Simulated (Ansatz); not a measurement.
## CsSnI3 (Pm-3m) under several functionals

Plane-wave DFT in Ansatz with scalar-relativistic PAW potentials. The same structure was relaxed (cell and atoms, symmetry kept) in separate runs at each level. No spin polarisation.

Task: How do the levels PBE, PBEsol, r2SCAN compare?

Result:
| level | cutoff (eV) | k mesh | V (Å³/atom) | a (Å) | gap (eV) | B0 (GPa) |
| --- | --- | --- | --- | --- | --- | --- |
| PBEsol | 420 | 6×6×6 | 46.161 | 6.134 | 0.11 | – |
| r2SCAN | 500 | 6×6×6 | 48.230 | 6.224 | 0.46 | 17 |
| PBE | 420 | 6×6×6 | 49.610 | 6.283 | 0.47 | 15 |

The usual order of volumes, PBEsol < PBE, holds here (46.161, 49.610 Å³/atom). As a rule PBEsol, built on the gradient expansion of slowly varying densities, lies between LDA and PBE; PBE's stronger gradient term for exchange weakens bonds. r2SCAN lies 2.8 % under PBE in volume. B0 goes from 17.5 to 15.4 GPa as the volume grows by 2.9 %; on one curve with B' = 4.6 the volume alone, B ∝ V^(−B'), would give 15.3 GPa, and the rest of the difference is the functional's own stiffness. Each gap belongs to its own cell, so it mixes the functional's effect with that of the volume; gaps are the least found on the k mesh or on a band path.

Spin-orbit coupling is left out, which matters for the bands of heavy elements.

Symmetry holds off the tilts and polar distortions that many cubic perovskites undergo.